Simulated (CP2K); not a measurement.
KTaO3 under changes of volume

One of the cells (12.688 Å³/atom); the others are scaled copies at fixed shape and fractional positions:

```xyz
5
Lattice="3.9883 0.0000 0.0000 0.0000 3.9883 0.0000 0.0000 0.0000 3.9883" Properties=species:S:1:pos:R:3 pbc="T T T"
Ta    0.0000    0.0000    0.0000
K     1.9942    1.9942    1.9942
O     0.0000    0.0000    1.9942
O     0.0000    1.9942    0.0000
O     1.9942    0.0000    0.0000
```

```yaml
Program: CP2K 2026.2
Functional: PBE
Potentials_or_basis: POTENTIAL_UZH Ta GTH-PBE-q13, K GTH-PBE-q9, O GTH-PBE-q6; TZVP-MOLOPT-PBE-GTH basis
Density_cutoff: 8163 eV
k_mesh: 7 × 7 × 7
Occupations: fermi-dirac, width 0.05 eV
Spin: no spin polarisation
```

| volume (Å³/atom) | energy over the lowest point (meV/atom) | pressure (GPa) | gap on the mesh (eV) |
| --- | --- | --- | --- |
| 11.927 | 42.60 | 16.3 | 2.36 |
| 12.180 | 20.97 | 11.1 | 2.32 |
| 12.434 | 7.18 | 6.4 | 2.27 |
| 12.688 | 0.43 | 2.2 | 2.22 |
| 12.942 | 0.00 | -1.6 | 2.18 |
| 13.196 | 5.25 | -5.0 | 2.13 |
| 13.449 | ? | ? | ? |

**Question.** What does the run at 13.449 Å³/atom give?

**Answer.** Energy over the lowest point 15.59 meV/atom; pressure -8.0 GPa; gap on the mesh 2.08 eV.

Worked out: A Birch-Murnaghan fit of order 3 (a polynomial in V^(-2/3)) to the other rows has its minimum at 12.83 Å³/atom with B0 = V·E''(V) = 189 GPa and B' = 4.6. It gives 15.50 meV/atom at 13.449 Å³/atom, against the run's 15.59, and -dE/dV = -8.0 GPa, against -8.0. A straight line through the other rows of the gap, of slope -2.29 eV per unit of ln V, extrapolates to 2.09 eV, against the run's 2.08.

Energies are extrapolated to zero smearing.

Caveats: spin-orbit coupling is left out, which moves the levels of the heavy elements; an odd mesh through Γ misses points on the zone boundary, where band edges often lie; the basis of atomic orbitals isn't converged, which shifts pressures, moduli and gaps.
